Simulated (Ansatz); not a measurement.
# Ge: the cost of one run

The runs shown are made with Ansatz 0.2.0. PAW datasets, plane waves. Computed at 0 K without zero-point motion; spin polarisation is off.

## 1. The cell

The unstrained cell was relaxed with r2SCAN; in each strained cell the atoms were relaxed again with r2SCAN. Names of k-points are those of the unstrained zone, where strain can split equivalent points. First state: +2.0 % equal strain in all directions.

Space group P6_3/mmc (No. 194), hexagonal; a = 4.078 Å, c = 6.725 Å in the conventional setting, 24.21 Å³ an atom. Near Ge stand 4 Ge at 2.50–2.52 Å.

Structure file:

```cif
data_structure
_symmetry_space_group_name_H-M 'P6_3/mmc'
_symmetry_Int_Tables_number 194
_cell_length_a 4.0776
_cell_length_b 4.0776
_cell_length_c 6.7247
_cell_angle_alpha 90.000
_cell_angle_beta 90.000
_cell_angle_gamma 120.000
_cell_volume 96.83
loop_
_atom_site_label
_atom_site_type_symbol
_atom_site_symmetry_multiplicity
_atom_site_Wyckoff_symbol
_atom_site_fract_x
_atom_site_fract_y
_atom_site_fract_z
_atom_site_occupancy
Ge1 Ge 4 f 0.33333 0.66667 0.56287 1
```

From earlier runs on the unstrained cell: PBE -0.13 eV, r2SCAN 0.08 eV, HSE06 0.38 eV, r2SCAN+SOC 0.02 eV; a = 3.998 Å, c = 6.593 Å.

## 2. +2.0 % equal strain in all directions: PBE

File input.yaml:

```yaml
crystal:
  lattice:
    - [4.0775675154, 0.0, 0.0]
    - [-2.0387837577, 3.531277054, 0.0]
    - [0.0, 0.0, 6.7246759057]
  atoms:
    - { symbol: Ge, position: [0.3333333333, 0.6666666667, 0.000369599] }
    - { symbol: Ge, position: [0.6666666667, 0.3333333333, 0.500369599] }
    - { symbol: Ge, position: [0.3333333333, 0.6666666667, 0.374630401] }
    - { symbol: Ge, position: [0.6666666667, 0.3333333333, 0.874630401] }
kpoints:
  mp_grid: { grid: [12, 12, 4] }
  band_path:
    path:
      - [0.0, 0.0, 0.0]
      - [0.5, 0.0, 0.0]
      - [0.3333333333, 0.3333333333, 0.0]
      - [0.0, 0.0, 0.5]
      - [0.5, 0.0, 0.5]
      - [0.3333333333, 0.3333333333, 0.5]
      - [0.0, 0.0, -0.046631]
      - [-0.002604, 0.0, 0.195312]
    npoints: 1
hamiltonian:
  xc: pbe
scf:
  occupations: { method: fermi_dirac, width: 0.02 }
  n_extra_bands: 5
output:
  forces: true
  stress: true
  eigenvalues: true
```

On the command line:

```console
ansatz run input.yaml --threads 2 --pin off --max-ram 29491MiB --backend cpu --events-out ev --progress --plain --runs-dir out
```

Q: Estimate wall time and peak memory on 2 threads of AMD EPYC 7R13 (Zen 3), shared host.

About 3.8 s, with a peak of 0.57 GiB.
